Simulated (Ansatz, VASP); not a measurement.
**As in VASP and in Ansatz**

```
As
1.0
    -2.60726    2.60726    2.60726
     2.60726   -2.60726    2.60726
     2.60726    2.60726   -2.60726
As
3
Direct
  0.00000 0.50000 0.50000
  0.50000 0.00000 0.50000
  0.50000 0.50000 0.00000
```

Alike in both runs: functional PBE; k mesh 12 × 12 × 12; occupations gaussian, width 0.1 eV; no spin polarisation.

Ansatz relaxed the structure, and its values are those at the end. VASP's run is a single point on that final structure, the one shown.

|  | VASP | Ansatz |
| --- | --- | --- |
| version | VASP 6.6.1 | Ansatz 0.2.0 |
| potentials or method | VASP PAW PBE potentials, release 64 (As) | scalar-relativistic, plane waves, PAW |
| plane-wave cutoff (eV) | 520 | 420 |
| valence electrons in the cell | 15 | 45 |

|  | VASP | Ansatz | Ansatz less VASP |
| --- | --- | --- | --- |
| gap on the k mesh at the Fermi level (eV) | none | none | - |
| pressure (GPa) | 0.1 | 0.0 | -0.15 |

A gap of «none» marks a metal or a gap that the smearing closes. The functional is the same, so the differences come from potentials, cutoffs and numerics. The two sets of potentials don't hold the same shells in valence.
